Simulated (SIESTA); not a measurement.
Crystal: ZnS (Wurtzite-2H).

```
CELL_PARAMETERS angstrom
3.81100 0.00000 0.00000
-1.90550 3.30042 0.00000
0.00000 0.00000 6.23400
ATOMIC_POSITIONS crystal
Zn 0.66667 0.33333 0.50000
Zn 0.33333 0.66667 0.00000
S 0.66667 0.33333 0.88500
S 0.33333 0.66667 0.38500
```

| Item | Value |
| --- | --- |
| Program | SIESTA 5.4.2 |
| Task | relaxation of cell and atoms |
| Functional | RPBE |
| Potentials or basis | PseudoDojo 0.4 standard (PBE files) |
| Basis | DZP (energy shift 0.002 Ry) |
| Grid cutoff | 800 Ry |
| Energy shift | 0.002 Ry |
| k mesh | 8 × 8 × 5 |
| Occupations | fermi-dirac, width 0.05 eV |
| Spin | no spin polarisation |

At the start: pressure 6.7 GPa; volume 19.60 Å³/atom.

Q: How do energy, volume and symmetry change on relaxing?

A: Over 7 steps the energy falls by 39.9 meV/atom and the volume is 21.47 Å³/atom (+9.5 %); space group P6_3mc (No. 186, to 0.05 Å).

Step by step:
| step | energy change (eV) | largest force (eV/Å) | pressure (GPa) | volume (Å³) |
| --- | --- | --- | --- | --- |
| 1 | 0.0000 | 0.3521 | 6.71 | 78.41 |
| 2 | -0.0352 | 0.2755 | 5.94 | 79.10 |
| 3 | -0.1483 | 0.1666 | 1.32 | 84.01 |
| 4 | -0.1522 | 0.1616 | 0.86 | 84.62 |
| 5 | -0.1580 | 0.0896 | 0.07 | 85.71 |
| 6 | -0.1594 | 0.0399 | -0.08 | 85.92 |
| 7 | -0.1598 | 0.0042 | -0.04 | 85.86 |

Final structure:
```yaml
crystal:
  lattice:
    - [3.93753, -0.00008, 0.00000]
    - [-1.96883, 3.40996, 0.00000]
    - [0.00000, 0.00000, 6.39478]
  atoms:
    - { symbol: Zn, position: [0.66666, 0.33333, 0.50380] }
    - { symbol: Zn, position: [0.33333, 0.66666, 0.00380] }
    - { symbol: S, position: [0.66666, 0.33334, 0.88123] }
    - { symbol: S, position: [0.33334, 0.66666, 0.38123] }
```

Caveat: semicore shells carry a single zeta, which can move pressures by several GPa and volumes by a few percent; the potentials were made for another functional, which shifts forces and pressure; the basis of atomic orbitals isn't converged, which shifts pressures, moduli and gaps.
